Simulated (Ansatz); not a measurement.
PtSe$_{2}$: from a first guess to the relaxed fluorite type

First guess:

```yaml
crystal:
  lattice:
    - [0.00000, 2.88997, 2.88997]
    - [2.88997, 0.00000, 2.88997]
    - [2.88997, 2.88997, 0.00000]
  atoms:
    - { symbol: Pt, position: [0.00000, 0.00000, 0.00000] }
    - { symbol: Se, position: [0.25000, 0.25000, 0.25000] }
    - { symbol: Se, position: [0.75000, 0.75000, 0.75000] }
```

Computed with Ansatz 0.2.0, DFT, PBE, PAW with Ansatz's default frozen-core files, scalar-relativistic.

Cell and atoms relax within the symmetry of the start on a 10×10×10 k mesh with 0.05 eV Fermi–Dirac smearing.

The start is built from a prototype, known or not as a phase of this compound; the cutoff is 420 eV.

No spin–orbit coupling, which matters for the heavy atoms here.

Question: What is the pressure of the first guess?

Answer: 49.8 GPa.

Question: What does it relax to?

Answer: a = 6.290 Å, b = 6.290 Å, c = 6.290 Å, α = 90.00°, β = 90.00°, γ = 90.00° (conventional cell), 20.74 Å³ per atom:
```
CELL_PARAMETERS angstrom
0.00000 3.14524 3.14524
3.14524 0.00000 3.14524
3.14524 3.14524 0.00000
ATOMIC_POSITIONS crystal
Pt 0.00000 0.00000 0.00000
Se 0.25000 0.25000 0.25000
Se 0.75000 0.75000 0.75000
```

Question: How much energy does the relaxation release?

Answer: 569 meV/atom.
